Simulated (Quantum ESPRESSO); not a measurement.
# Al2O3 (P-3m1) in Quantum ESPRESSO: further runs

Runs on Al2O3. Level: LDA. Tasks: single point, equation of state.

Everything below comes from runs of Quantum ESPRESSO 7.5. Logs are shortened: lines on timing, memory, paths and dates and some standing lists are left out, and cuts for length are marked.

**1. The structure**

Symmetry: P-3m1, No. 164, trigonal system. The conventional cell has a = 3.017 Å, b = 3.017 Å, c = 7.575 Å, α = 90.00°, β = 90.00°, γ = 120.00°. Al (site symmetry 3m) has 4 O at 1.68 to 1.84 Å as nearest neighbours. O (site symmetry -3m) has 2 Al at 1.68 Å as nearest neighbours. Around O (site symmetry 3m) lie 3 Al at 1.84 Å.

Measurements of this composition are mostly on another form, of space group No. 167.

**2. Single point, LDA, 11.23 Å³/atom**

The input, pw.in:

```
&CONTROL
  calculation = 'scf'
  prefix = 'pwscf'
  outdir = './tmp'
  pseudo_dir = './pseudo'
  tprnfor = .true.
  tstress = .true.
  disk_io = 'nowf'
/
&SYSTEM
  ibrav = 0
  nat = 5
  ntyp = 2
  ecutwfc = 45
  ecutrho = 360
  nbnd = 19
  occupations = 'smearing'
  smearing = 'fd'
  degauss = 0.00367493
/
&ELECTRONS
  conv_thr = 1d-09
  electron_maxstep = 120
  mixing_beta = 0.5
/
ATOMIC_SPECIES
Al    26.9815 al_lda_v1.uspp.F.UPF
O     15.9990 o_lda_v1.2.uspp.F.UPF
CELL_PARAMETERS angstrom
   2.9558839834    0.0000000000    0.0000000000
  -1.4779419917    2.5598706203    0.0000000000
   0.0000000000    0.0000000000    7.4200082063
ATOMIC_POSITIONS crystal
Al     0.0000000000    0.0000000000    0.7220490000
Al     0.0000000000    0.0000000000    0.2779510000
O      0.0000000000    0.0000000000    0.5000000000
O      0.6666666667    0.3333333333    0.8005460000
O      0.3333333333    0.6666666667    0.1994540000
K_POINTS automatic
10 10 4 0 0 0
```

Potentials or basis: GBRV 1.5 LDA.

Launch:

```
$ OMP_NUM_THREADS=1 mpirun -n 2 pw.x -nk 2 -in pw.in > pw.out
```

pw.out:

```text
This program is part of the open-source Quantum ESPRESSO suite
     for quantum simulation of materials; please cite
[... 13 lines left out ...]
     --------------------
     sticks:   dense  smooth     PW     G-vecs:    dense   smooth      PW
     Sum         769     379    121                43669    15461    2625

     Using Slab Decomposition

     bravais-lattice index     =            0
     lattice parameter (alat)  =       5.5858  a.u.
     unit-cell volume          =     378.8841 (a.u.)^3
     number of atoms/cell      =            5
     number of atomic types    =            2
     number of electrons       =        24.00
     number of Kohn-Sham states=           19
     kinetic-energy cutoff     =      45.0000  Ry
     charge density cutoff     =     360.0000  Ry
     scf convergence threshold =      1.0E-09
     mixing beta               =       0.5000
     number of iterations used =            8  plain     mixing
     Exchange-correlation= SLA  PZ   NOGX NOGC
                           (   1   1   0   0   0   0   0)

     celldm(1)=   5.585811  celldm(2)=   0.000000  celldm(3)=   0.000000
     celldm(4)=   0.000000  celldm(5)=   0.000000  celldm(6)=   0.000000

     crystal axes: (cart. coord. in units of alat)
               a(1) = (   1.000000   0.000000   0.000000 )
               a(2) = (  -0.500000   0.866025   0.000000 )
               a(3) = (   0.000000   0.000000   2.510250 )

     reciprocal axes: (cart. coord. in units 2 pi/alat)
               b(1) = (  1.000000  0.577350 -0.000000 )
               b(2) = (  0.000000  1.154701  0.000000 )
               b(3) = (  0.000000 -0.000000  0.398367 )

     PseudoPot. # 1 for Al read from file:
     al_lda_v1.uspp.F.UPF
     Pseudo is Ultrasoft + core correction, Zval =  3.0
     Generated by new atomic code, or converted to UPF format
     Using radial grid of  893 points,  3 beta functions with:
                l(1) =   0
                l(2) =   1
                l(3) =   2
     Q(r) pseudized with  8 coefficients,  rinner =    0.900   0.900   0.900
                                                       0.900   0.900

     PseudoPot. # 2 for O  read from file:
     o_lda_v1.2.uspp.F.UPF
     Pseudo is Ultrasoft + core correction, Zval =  6.0
     Generated by new atomic code, or converted to UPF format
     Using radial grid of  737 points,  5 beta functions with:
                l(1) =   0
                l(2) =   0
                l(3) =   1
                l(4) =   1
                l(5) =   2
     Q(r) pseudized with  8 coefficients,  rinner =    0.900   0.900   0.900
                                                       0.900   0.900

     atomic species   valence    mass     pseudopotential
     Al                3.00    26.98150     Al( 1.00)
     O                 6.00    15.99900     O ( 1.00)

     12 Sym. Ops., with inversion, found

   Cartesian axes

     site n.     atom                  positions (alat units)
         1        Al     tau(   1) = (   0.0000000   0.0000000   1.8125236  )
         2        Al     tau(   2) = (   0.0000000   0.0000000   0.6977265  )
         3        O      tau(   3) = (   0.0000000   0.0000000   1.2551251  )
         4        O      tau(   4) = (   0.5000000   0.2886751   2.0095707  )
         5        O      tau(   5) = (  -0.0000000   0.5773503   0.5006794  )

     number of k points=    50  Fermi-Dirac smearing, width (Ry)=  0.0037
                       cart. coord. in units 2pi/alat
        k(    1) = (   0.0000000   0.0000000   0.0000000), wk =   0.0050000
        k(    2) = (   0.0000000   0.0000000   0.0995917), wk =   0.0100000
        k(    3) = (   0.0000000   0.0000000  -0.1991833), wk =   0.0050000
        k(    4) = (   0.0000000   0.1154701   0.0000000), wk =   0.0300000
        k(    5) = (   0.0000000   0.1154701   0.0995917), wk =   0.0300000
        k(    6) = (   0.0000000   0.1154701  -0.1991833), wk =   0.0300000
[... 42 lines left out ...]
        k(   49) = (  -0.1000000   0.5196152  -0.0995917), wk =   0.0600000
        k(   50) = (  -0.2000000   0.4618802  -0.0995917), wk =   0.0600000

     Dense  grid:    43669 G-vectors     FFT dimensions: (  36,  36,  90)

     Smooth grid:    15461 G-vectors     FFT dimensions: (  24,  24,  60)

     Initial potential from superposition of free atoms

     starting charge      23.9956, renormalised to      24.0000
     Starting wfcs are   20 randomized atomic wfcs

     Self-consistent Calculation

     iteration #  1     ecut=    45.00 Ry     beta= 0.50
     Davidson diagonalization with overlap
     ethr =  1.00E-02,  avg # of iterations =  4.5

     total energy              =    -110.32990954 Ry
     estimated scf accuracy    <       1.37155234 Ry

     iteration #  2     ecut=    45.00 Ry     beta= 0.50
     Davidson diagonalization with overlap
     ethr =  5.71E-03,  avg # of iterations =  2.1

     total energy              =    -110.71320369 Ry
     estimated scf accuracy    <       0.21962583 Ry

     iteration #  3     ecut=    45.00 Ry     beta= 0.50
     Davidson diagonalization with overlap
     ethr =  9.15E-04,  avg # of iterations =  2.8
[... 43 lines left out ...]
     total energy              =    -110.74564665 Ry
     estimated scf accuracy    <       0.00000001 Ry

     iteration # 10     ecut=    45.00 Ry     beta= 0.50
     Davidson diagonalization with overlap
     ethr =  5.69E-11,  avg # of iterations =  2.0

     total energy              =    -110.74564665 Ry
     estimated scf accuracy    <          1.5E-09 Ry

     iteration # 11     ecut=    45.00 Ry     beta= 0.50
     Davidson diagonalization with overlap
     ethr =  6.13E-12,  avg # of iterations =  2.0

     End of self-consistent calculation

          k = 0.0000 0.0000 0.0000 (  1895 PWs)   bands (ev):

   -14.4786 -14.2262 -11.6006  -0.9223   0.4331   1.4007   1.4007   1.4163
     1.4163   2.7945   5.1385   5.1385   7.7914   9.8636  12.7148  15.8407
    15.9415  17.4755  17.4756

          k = 0.0000 0.0000 0.0996 (  1902 PWs)   bands (ev):

   -14.4457 -14.2650 -11.5917  -1.0912   0.8338   1.3969   1.3969   1.4202
     1.4202   2.4771   5.1382   5.1382   8.1030   9.5387  13.0131  14.7888
    17.0991  17.4023  17.4023

          k = 0.0000 0.0000-0.1992 (  1914 PWs)   bands (ev):

   -14.3797 -14.3367 -11.5829  -1.2198   1.3940   1.3940   1.4231   1.4231
     1.4268   1.9327   5.1380   5.1380   8.7153   8.9200  13.5149  14.0662
    17.3493  17.3495  18.0280
[... 61 lines left out ...]
          k = 0.0000 0.4619 0.0996 (  1928 PWs)   bands (ev):

   -13.4555 -13.4178 -11.1393  -2.2195  -1.7684   0.4415   0.7344   0.8228
     1.3718   2.1220   3.2925   4.6565  10.2536  11.1241  13.0873  14.2514
    15.6540  16.2050  16.6984

          k = 0.0000 0.4619-0.1992 (  1926 PWs)   bands (ev):

   -13.4514 -13.4217 -11.1400  -2.2358  -1.7247   0.4515   0.7673   0.7887
     1.2832   2.0605   3.4306   4.6586  10.4005  10.9653  12.7493  14.6930
    15.3928  16.2047  16.9006

          k = 0.0000-0.5774 0.0000 (  1940 PWs)   bands (ev):

   -13.3310 -13.3117 -11.0950  -2.4055  -2.1340   0.5519   0.6560   0.7815
     1.4604   1.9655   3.2747   4.6057   9.7307  11.5256  13.5386  14.3786
    15.0053  16.0613  16.2903

          k = 0.0000-0.5774 0.0996 (  1932 PWs)   bands (ev):

   -13.3369 -13.3054 -11.0957  -2.4669  -2.0571   0.5717   0.6732   0.7631
     1.4676   1.8686   3.3216   4.6080   9.9281  11.2258  13.6167  14.0148
    15.4788  16.0026  16.4949

          k = 0.0000-0.5774-0.1992 (  1944 PWs)   bands (ev):

   -13.3411 -13.3008 -11.0963  -2.5113  -1.9967   0.5839   0.7070   0.7280
     1.5567   1.6970   3.3689   4.6102  10.2585  10.8112  13.5679  13.9258
    15.8407  15.9211  16.6980

          k = 0.1000 0.1732 0.0000 (  1914 PWs)   bands (ev):

   -14.2162 -13.9972 -11.4630  -0.8678   0.2144   0.5854   0.6970   1.1593
     1.1844   2.8005   4.3188   4.9600   9.2146  10.7761  12.6276  14.7497
    16.2253  16.7404  17.4196

          k = 0.1000 0.1732 0.0996 (  1912 PWs)   bands (ev):

   -14.1870 -14.0308 -11.4566  -0.9223   0.2195   0.3959   1.0483   1.1721
     1.2059   2.5815   4.3811   4.9581   9.3743  10.5211  12.8548  14.4323
    16.3119  16.6724  17.8746

          k = 0.1000 0.1732-0.1992 (  1926 PWs)   bands (ev):
[... 143 lines left out ...]
          k = 0.0000 0.3464-0.0996 (  1933 PWs)   bands (ev):

   -13.7764 -13.6594 -11.2630  -1.4852  -1.0652   0.2337   0.9075   0.9758
     0.9988   2.4713   3.7009   4.7863  10.3112  11.1415  12.4863  14.3148
    15.6215  16.6332  17.2293

          k = 0.0000 0.4619-0.0996 (  1928 PWs)   bands (ev):

   -13.4747 -13.3975 -11.1412  -2.1787  -1.7994   0.5819   0.7368   0.8202
     1.0496   2.1890   3.4468   4.6568  10.0723  11.3721  12.7225  14.6867
    15.3990  16.0295  16.7327

          k =-0.1000 0.2887-0.0996 (  1925 PWs)   bands (ev):

   -13.8952 -13.7680 -11.3156  -1.1692  -0.6346   0.1390   0.7735   0.9068
     1.1456   2.5405   3.8914   4.7395  10.3573  11.1192  12.5202  14.2348
    15.7247  16.7672  17.6055

          k =-0.1000 0.4041-0.0996 (  1934 PWs)   bands (ev):

   -13.5737 -13.4832 -11.1767  -1.8251  -1.4462   0.3549   0.5464   0.7549
     1.0752   2.3412   3.5637   4.5385  10.5591  11.6002  12.3834  14.7135
    15.3933  16.2729  17.0618

          k =-0.1000 0.5196-0.0996 (  1942 PWs)   bands (ev):

   -13.3503 -13.2998 -11.0935  -2.2923  -1.9116   0.2712   0.4384   0.8524
     1.2902   2.0105   3.4024   4.4259  10.2892  11.5458  13.2133  14.5909
    15.3735  15.9238  16.6205

          k =-0.2000 0.4619-0.0996 (  1942 PWs)   bands (ev):

   -13.3579 -13.3053 -11.0890  -1.9287  -1.5791  -0.2474  -0.0996   1.0181
     1.1816   2.1374   3.4980   4.0839  11.2024  11.8993  12.7288  15.0913
    15.5225  15.9046  16.7566

     the Fermi energy is     6.6393 ev

!    total energy              =    -110.74564665 Ry
     estimated scf accuracy    <          2.2E-11 Ry
     smearing contrib. (-TS)   =      -0.00000000 Ry
     internal energy E=F+TS    =    -110.74564665 Ry

     The total energy is F=E-TS. E is the sum of the following terms:
     one-electron contribution =     -41.92591303 Ry
     hartree contribution      =      35.26901501 Ry
     xc contribution           =     -30.61730478 Ry
     ewald contribution        =     -73.47144385 Ry

     convergence has been achieved in  11 iterations

     Forces acting on atoms (cartesian axes, Ry/au):

     atom    1 type  1   force =     0.00000000    0.00000000    0.01963872
     atom    2 type  1   force =    -0.00000000    0.00000000   -0.01963872
     atom    3 type  2   force =     0.00000000   -0.00000000    0.00000000
     atom    4 type  2   force =    -0.00000000   -0.00000000    0.00501766
     atom    5 type  2   force =     0.00000000   -0.00000000   -0.00501766

     Total force =     0.028666     Total SCF correction =     0.000002

     Computing stress (Cartesian axis) and pressure

          total   stress  (Ry/bohr**3)                   (kbar)     P=       33.44
   0.00014133  -0.00000000   0.00000000           20.79       -0.00        0.00
   0.00000000   0.00014133   0.00000000            0.00       20.79        0.00
   0.00000000   0.00000000   0.00039935            0.00        0.00       58.75

=------------------------------------------------------------------------------=
   JOB DONE.
=------------------------------------------------------------------------------=
```

Run time: 20 s. Hardware: 2 MPI ranks of Intel Xeon Platinum 8259CL at 2.50GHz (Skylake/Cascade Lake), shared host; peak memory 0.24 GiB.

What came out:

```
Free energy            : -1506.7713 eV
Pressure               : 3.3 GPa
Largest force          : 0.505 eV/Å
Band gap on the k mesh : 2.65 eV, direct
```

**3. Single point, LDA, 11.47 Å³/atom**

Changes to pw.in since step 2:

```diff
@@ -29,5 +29,5 @@
 CELL_PARAMETERS angstrom
-   2.9558839834    0.0000000000    0.0000000000
-  -1.4779419917    2.5598706203    0.0000000000
-   0.0000000000    0.0000000000    7.4200082063
+   2.9767007536    0.0000000000    0.0000000000
+  -1.4883503768    2.5778984721    0.0000000000
+   0.0000000000    0.0000000000    7.4722635069
 ATOMIC_POSITIONS crystal
```

Potentials or basis: GBRV 1.5 LDA.

Launch:

```
$ OMP_NUM_THREADS=1 mpirun -n 2 pw.x -nk 2 -in pw.in > pw.out
```

Wall time 17 s (2 MPI ranks of Intel Xeon Platinum 8259CL at 2.50GHz (Skylake/Cascade Lake), shared host); peak memory 0.24 GiB.

The run converged. Its results:

- Free energy: -1506.7823 eV
- Pressure: -0.6 GPa
- Largest force: 0.282 eV/Å
- Band gap on the k mesh: 2.50 eV, direct

**4. Single point, LDA, 11.71 Å³/atom**

Changes to pw.in since step 3:

```diff
@@ -29,5 +29,5 @@
 CELL_PARAMETERS angstrom
-   2.9767007536    0.0000000000    0.0000000000
-  -1.4883503768    2.5778984721    0.0000000000
-   0.0000000000    0.0000000000    7.4722635069
+   2.9972303731    0.0000000000    0.0000000000
+  -1.4986151865    2.5956776441    0.0000000000
+   0.0000000000    0.0000000000    7.5237979872
 ATOMIC_POSITIONS crystal
```

Launch:

```
$ OMP_NUM_THREADS=1 mpirun -n 2 pw.x -nk 2 -in pw.in > pw.out
```

Wall time 17 s (2 MPI ranks of Intel Xeon Platinum 8259CL at 2.50GHz (Skylake/Cascade Lake), shared host); peak memory 0.24 GiB.

It converged, with:

```yaml
Free_energy: -1506.7657 eV
Pressure: -4.1 GPa
Largest_force: 0.237 eV/Å
Band_gap_on_the_k_mesh: 2.35 eV, direct
```

**5. Single point, LDA, 11.95 Å³/atom**

Changes to pw.in since step 4:

```diff
@@ -29,5 +29,5 @@
 CELL_PARAMETERS angstrom
-   2.9972303731    0.0000000000    0.0000000000
-  -1.4986151865    2.5956776441    0.0000000000
-   0.0000000000    0.0000000000    7.5237979872
+   3.0174825440    0.0000000000    0.0000000000
+  -1.5087412720    2.6132165386    0.0000000000
+   0.0000000000    0.0000000000    7.5746360022
 ATOMIC_POSITIONS crystal
```

Launch:

```
$ OMP_NUM_THREADS=1 mpirun -n 2 pw.x -nk 2 -in pw.in > pw.out
```

Run time: 18 s. Hardware: 2 MPI ranks of Intel Xeon Platinum 8259CL at 2.50GHz (Skylake/Cascade Lake), shared host; peak memory 0.28 GiB.

Results (log left out):

| Item | Value |
| --- | --- |
| Free energy | -1506.7241 eV |
| Pressure | -7.3 GPa |
| Largest force | 0.399 eV/Å |
| Band gap on the k mesh | 2.21 eV, direct |

**6. Single point, LDA, 12.18 Å³/atom**

Changes to pw.in since step 5:

```diff
@@ -29,5 +29,5 @@
 CELL_PARAMETERS angstrom
-   3.0174825440    0.0000000000    0.0000000000
-  -1.5087412720    2.6132165386    0.0000000000
-   0.0000000000    0.0000000000    7.5746360022
+   3.0374664545    0.0000000000    0.0000000000
+  -1.5187332272    2.6305231128    0.0000000000
+   0.0000000000    0.0000000000    7.6248006165
 ATOMIC_POSITIONS crystal
```

Potentials or basis: GBRV 1.5 LDA.

Launch:

```
$ OMP_NUM_THREADS=1 mpirun -n 2 pw.x -nk 2 -in pw.in > pw.out
```

Wall time 18 s (2 MPI ranks of Intel Xeon Platinum 8259CL at 2.50GHz (Skylake/Cascade Lake), shared host); peak memory 0.28 GiB.

Results (log left out):

* Free energy: -1506.6601 eV
* Pressure: -10.1 GPa
* Largest force: 0.548 eV/Å
* Band gap on the k mesh: 2.07 eV, direct

**7. Single point, LDA, 12.42 Å³/atom**

Changes to pw.in since step 6:

```diff
@@ -29,5 +29,5 @@
 CELL_PARAMETERS angstrom
-   3.0374664545    0.0000000000    0.0000000000
-  -1.5187332272    2.6305231128    0.0000000000
-   0.0000000000    0.0000000000    7.6248006165
+   3.0571908153    0.0000000000    0.0000000000
+  -1.5285954077    2.6476049103    0.0000000000
+   0.0000000000    0.0000000000    7.6743136961
 ATOMIC_POSITIONS crystal
```

Launch:

```
$ OMP_NUM_THREADS=1 mpirun -n 2 pw.x -nk 2 -in pw.in > pw.out
```

Wall time 18 s (2 MPI ranks of Intel Xeon Platinum 8259CL at 2.50GHz (Skylake/Cascade Lake), shared host); peak memory 0.28 GiB.

The run converged. Its results:

```yaml
Free_energy: -1506.5759 eV
Pressure: -12.7 GPa
Largest_force: 0.685 eV/Å
Band_gap_on_the_k_mesh: 1.93 eV, direct
```

**8. Single point, LDA, 12.66 Å³/atom**

Changes to pw.in since step 7:

```diff
@@ -29,5 +29,5 @@
 CELL_PARAMETERS angstrom
-   3.0571908153    0.0000000000    0.0000000000
-  -1.5285954077    2.6476049103    0.0000000000
-   0.0000000000    0.0000000000    7.6743136961
+   3.0766638933    0.0000000000    0.0000000000
+  -1.5383319466    2.6644690905    0.0000000000
+   0.0000000000    0.0000000000    7.7231959930
 ATOMIC_POSITIONS crystal
```

Launch:

```
$ OMP_NUM_THREADS=1 mpirun -n 2 pw.x -nk 2 -in pw.in > pw.out
```

Run time: 17 s. Hardware: 2 MPI ranks of Intel Xeon Platinum 8259CL at 2.50GHz (Skylake/Cascade Lake), shared host; peak memory 0.28 GiB.

It converged, with:

| Quantity | Value |
| --- | --- |
| Free energy | -1506.4735 eV |
| Pressure | -15.0 GPa |
| Largest force | 0.812 eV/Å |
| Band gap on the k mesh | 1.80 eV, direct |

**9. Equation of state, LDA**

Potentials or basis: GBRV 1.5 LDA.

No new run: the results of the series are fitted here.

Results:

- Equilibrium volume: 11.44 Å³/atom
- Bulk modulus at fixed shape and positions: 180 GPa
- Pressure derivative of the bulk modulus: 4.1

Energy against volume, from the lowest point:
```
volume (Å³/atom)  energy (meV/atom)
          11.229               2.21
          11.468               0.00
          11.707               3.32
          11.946              11.64
          12.185              24.45
          12.424              41.29
          12.662              61.77
```

Caveat: the cell was scaled at fixed shape and fractional positions, which overstates the stiffness of a crystal with free parameters, most of all of layers and chains.

**10. The reference run**

An earlier run on the cell as given: functional PBE; potentials or basis SSSP 1.3 efficiency PBE; cutoff 748 eV; density cutoff 5987 eV; k mesh 10 × 10 × 4; occupations fermi-dirac, width 0.05 eV; no spin polarisation.

* Pressure: 0.1 GPa
* Largest force: 0.057 eV/Å
* Band gap on the k mesh: 2.31 eV, direct
